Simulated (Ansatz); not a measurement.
Ansatz input file:

```yaml
crystal:
  lattice:
    - [2.8220914054, 0.0, 0.0]
    - [0.0, 4.0767651252, 0.0]
    - [0.0, 0.0, 26.2883656218]
  atoms:
    - { symbol: Al, position: [0.5, 0.5, 0.2852973101] }
    - { symbol: Ti, position: [0.0, 0.0, 0.3389729826] }
    - { symbol: Al, position: [0.5, 0.5, 0.3926486551] }
    - { symbol: Ti, position: [0.0, 0.0, 0.4463243275] }
    - { symbol: Al, position: [0.5, 0.5, 0.5] }
    - { symbol: Ti, position: [0.0, 0.0, 0.5536756725] }
    - { symbol: Al, position: [0.5, 0.5, 0.6073513449] }
    - { symbol: Ti, position: [0.0, 0.0, 0.6610270174] }
    - { symbol: Al, position: [0.5, 0.5, 0.7147026899] }
basis:
  ecutwfc: 420
kpoints:
  mp_grid: { grid: [6, 4, 1] }
hamiltonian:
  xc: pbe
scf:
  occupations: { method: gaussian, width: 0.1 }
output:
  forces: true
  stress: true
  eigenvalues: true
efield:
  axis: 3
  dipole_correction: true
  ramp_width: 0.04
```

Command:
```bash
ansatz run input.yaml --threads 1 --pin off --max-ram 2560MiB --backend cpu --events-out ev --progress --plain --runs-dir out
```

These are results of DFT PBE, scalar-relativistic, plane waves, PAW in Ansatz 0.2.0, not measurements.

From the run's log, abridged (final results; tables in files aren't shown):

```
SCF 1 converged in 8 iterations: F = -12687.513543 eV  dr2 = 5.19e-8
SCF converged after 8 iterations
Free energy (F): -12687.513543 eV
Harris-Foulkes:  -12687.513543 eV  (|F-HF|=1.85e-7)
Internal energy: -12687.438347 eV  (E = F + TS)
E sigma→0 (E₀):  -12687.475945 eV
Entropy (-TS):   -0.075196 eV (-8.355 meV/atom)
Fermi energy:    3.119588 eV
Dipole field:    D = 0.000023 V/Å  (p = 0.000038 e·Å, saw-weighted, corrected)
Work function:   Φ+ = 4.0055 eV   Φ− = 4.0061 eV
Levels:          The Fermi level and band energies are counted from a zero that moves with the ramp; work functions are not
--- Per-component energies (eV) ---
  E_band       = -1132.087403
  E_kinetic    = 1200.689245
  E_local      = -45966.640681  (includes V_loc(G=0)·N_el)
  E_nonlocal   = 86.868284
  E_hartree    = 22440.179164
  E_xc         = -586.262790
  E_vxc        = -629.443207  (∫ρ·V_xc dr)
  E_paw        = -6528.849739  (= ΣΔE_a)
  E_vpaw       = -703.905412  (= ΣTr[D̂ρ^β])
  E_aug_tail   = 0.000493  (compensation charges beyond the density's cutoff)
  E_efield     = 0.000000  (sawtooth field / dipole correction)
  E_vefield    = 0.000000  (∫n·V_field dr)
  E_ewald      = 16666.577678
  E_smearing   = -0.075196  (= −TS)
--- Forces (eV/Å), atoms counted from 1 ---
  atom   1  Al     0.00000000     0.00000000     0.45207314
  atom   2  Ti     0.00000000     0.00000000    -0.36344356
  atom   3  Al     0.00000000     0.00000000    -0.16940218
  atom   4  Ti     0.00000000     0.00000000     0.31198663
  atom   5  Al     0.00000000     0.00000000    -0.00000893
  atom   6  Ti     0.00000000     0.00000000    -0.31199497
  atom   7  Al     0.00000000     0.00000000     0.16940335
  atom   8  Ti     0.00000000     0.00000000     0.36344628
  atom   9  Al     0.00000000     0.00000000    -0.45206522
--- Stress (GPa, compression-positive) ---
       -0.289579       0.000000       0.000000
        0.000000      -1.882220       0.000000
        0.000000       0.000000      -1.032946
  P = ⅓ Tr σ = -1.0682 GPa (-10.682 kbar)
--- Band table (eV; the first three rows and the last of 12) ---
  k-point 0: bands = ["-53.6248", "-53.6245", "-53.4842", "-53.4554", "-29.9923", "-29.9918", "-29.9837", "-29.9449", "-29.8921", "-29.8637", "-29.7230", "-29.5405", "-29.5401", "-29.5237", "-29.4731", "-29.4525", "-5.7666", "-5.1877", "-4.2729", "-3.1382", "-1.7934", "-0.2916", "1.1196", "1.3810", "1.4973", "1.7396", "1.8195", "2.1891", "2.2921", "2.3373", "2.3518", "2.6850", "3.3387", "3.3856", "4.7313", "4.8276", "4.9383", "5.2433", "5.2585", "5.3277", "5.4419"]
  k-point 1: bands = ["-53.6245", "-53.6243", "-53.4839", "-53.4551", "-29.9995", "-29.9990", "-29.9826", "-29.9440", "-29.8998", "-29.8703", "-29.7223", "-29.5403", "-29.5399", "-29.5233", "-29.4728", "-29.4523", "-5.2336", "-4.6888", "-3.8291", "-2.7810", "-1.7892", "-0.3679", "0.0433", "0.1891", "0.8170", "1.4207", "1.6751", "2.0267", "2.3476", "2.3956", "2.7310", "2.9789", "3.2860", "3.4034", "4.6460", "4.6501", "4.9624", "5.0078", "5.0820", "5.1125", "5.1655"]
  k-point 2: bands = ["-53.6243", "-53.6240", "-53.4837", "-53.4549", "-30.0068", "-30.0062", "-29.9815", "-29.9431", "-29.9074", "-29.8768", "-29.7215", "-29.5400", "-29.5396", "-29.5229", "-29.4726", "-29.4520", "-4.3566", "-3.9084", "-3.1880", "-2.3272", "-1.9491", "-1.7873", "-1.2760", "-0.2469", "0.8577", "0.8588", "1.9403", "2.0880", "2.5095", "2.6632", "2.7400", "2.9064", "3.1787", "3.7740", "3.9734", "4.0002", "4.2469", "4.4068", "4.6328", "4.9229", "4.9882"]
  k-point 11: bands = ["-53.5676", "-53.5674", "-53.4257", "-53.3979", "-30.0008", "-29.9990", "-29.9480", "-29.9476", "-29.9400", "-29.9208", "-29.9086", "-29.8869", "-29.8469", "-29.8197", "-29.6681", "-29.4772", "-1.6806", "-1.1974", "-0.4672", "0.2109", "0.3463", "0.4273", "0.7017", "0.7134", "1.0516", "1.4115", "1.4125", "1.5919", "2.2168", "2.7611", "2.7960", "3.1236", "4.0715", "4.3054", "4.5018", "4.5181", "4.6611", "4.9338", "5.1077", "5.1829", "5.1855"]
```

The run converged.

Time: 13 s on 1 thread of Arm Neoverse V1 (shared host), peak memory 0.46 GiB.

Spin polarisation was left out, and a magnetic state may lie lower.